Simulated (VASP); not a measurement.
# CoO: DFT+U with U raised in steps, by symmetry

CoO, P2/c (no. 13), 4 atoms in the cell. PBEsol, DFT+U, U raised in steps; PAW potentials Co, O (PBE set).

| Symmetry (ISYM) | U at once less U in steps (meV/atom) | Gap with U at once (eV) | Time (s) |
|---|---|---|---|
| 0 | 0.0 | 0.31 | 331 |
| 2 | 0.0 | 0.31 | 259 |

## Input of the first row

INCAR.step1:
```
ALGO = Normal ; AMIX = 0.2
AMIX_MAG = 0.8 ; BMIX = 1E-4
BMIX_MAG = 1E-4 ; EDIFF = 1E-6
ENCUT = 520 ; GGA = PS
ISMEAR = 0 ; ISPIN = 2
ISYM = 0 ; LASPH = True
LCHARG = True ; LDAU = True
LDAUJ = 0 0 ; LDAUL = 2 -1
LDAUPRINT = 1 ; LDAUTYPE = 2
LDAUU = 0 0 ; LMAXMIX = 4
LORBIT = 11 ; LREAL = False
LWAVE = True ; MAGMOM = 3 3 0 0
NELM = 200 ; PREC = Accurate
SIGMA = 0.05
```

INCAR.step2, as INCAR.step1 but for:
```
- LDAUU = 0 0
+ ICHARG = 1
+ ISTART = 1
+ LDAUU = 1 0
```

INCAR.step3, as INCAR.step2 but for:
```
- LDAUU = 1 0
+ LDAUU = 2 0
```

INCAR.step4 to INCAR.step5 change the same tag again: LDAUU = 3 0, 4 0.

INCAR.step6, as INCAR.step5 but for:
```
- ICHARG = 1
- ISTART = 1
- LCHARG = True
- LWAVE = True
+ LCHARG = False
+ LWAVE = False
```

KPOINTS:
```
k-points
0
Gamma
  8 5 6
```

POSCAR:
```
CoO
1.0
    3.0811340847      0.0000000000      0.0000000000
    0.0000000000      4.2013857869      0.0000000000
   -2.8777095433      0.0000000000      3.0785743829
Co O
2 2
Direct
    0.0000000000      0.2519510000      0.2500000000
    0.0000000000      0.7480490000      0.7500000000
    0.0000000000      0.2493930000      0.7500000000
    0.0000000000      0.7506070000      0.2500000000
```

Commands (each step's output is kept before the next begins):
```
cat potpaw_PBE.64/Co/POTCAR potpaw_PBE.64/O/POTCAR > POTCAR
cp INCAR.step1 INCAR
mpirun -np 4 vasp_std > vasp.out
cp INCAR.step2 INCAR
mpirun -np 4 vasp_std > vasp.out
cp INCAR.step3 INCAR
mpirun -np 4 vasp_std > vasp.out
cp INCAR.step4 INCAR
mpirun -np 4 vasp_std > vasp.out
cp INCAR.step5 INCAR
mpirun -np 4 vasp_std > vasp.out
rm WAVECAR CHGCAR CHG
cp INCAR.step6 INCAR
mpirun -np 4 vasp_std > vasp.out
```

Changes of the last row against the first:
```
(all steps)
- ISYM = 0
+ ISYM = 2
```

VASP 6.6.1 took 331 s on 4 cores (Intel Xeon 6975P-C (Granite Rapids)), a shared host.
